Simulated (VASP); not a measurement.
Here is a VASP 6.6.1 calculation.

INCAR

```
SYSTEM = LiH
  PREC = Accurate
  ENCUT = 520
  EDIFF = 1E-6
  ISMEAR = 0
  SIGMA = 0.02
  LREAL = .FALSE.
  LASPH = .TRUE.
  NELM = 80
  ALGO = Normal
  ISIF = 2
  LWAVE = .FALSE.
  LCHARG = .TRUE.
  LDIPOL = .TRUE.
  IDIPOL = 3
  DIPOL = 0.5 0.5 0.294
  GGA = PE
  LELF = .TRUE.
  LVHAR = .TRUE.
  LVACPOTAV = .TRUE.
  NBANDS = 9
```

KPOINTS

```
Automatic mesh
0
G
  10 10 1
  0 0 0
```

POSCAR

```
LiH
1.0
    2.6905426333      0.0000000000      0.0000000000
    0.0000000000      2.6905426333      0.0000000000
    0.0000000000      0.0000000000     23.8000000000
Li H
1 1
Direct
    0.5000000000      0.5000000000      0.2941176471
    0.0000000000      0.0000000000      0.2941176471
```

Potentials or basis: VASP PAW PBE potentials, release 64 (Li_sv, H).

Run with:

```sh
$ cat potpaw_PBE.64/Li_sv/POTCAR potpaw_PBE.64/H/POTCAR > POTCAR
$ mpirun -np 1 vasp_std > vasp.out
```

Task: Estimate the ionisation potential of the upper face.

Result: 3.18 eV.

Task: What does it give for the band gap on the k mesh?

Result: 1.15 eV, indirect (least direct gap 4.94 eV).

 A hybrid or GW would open this gap; PBE tends to underestimate it.
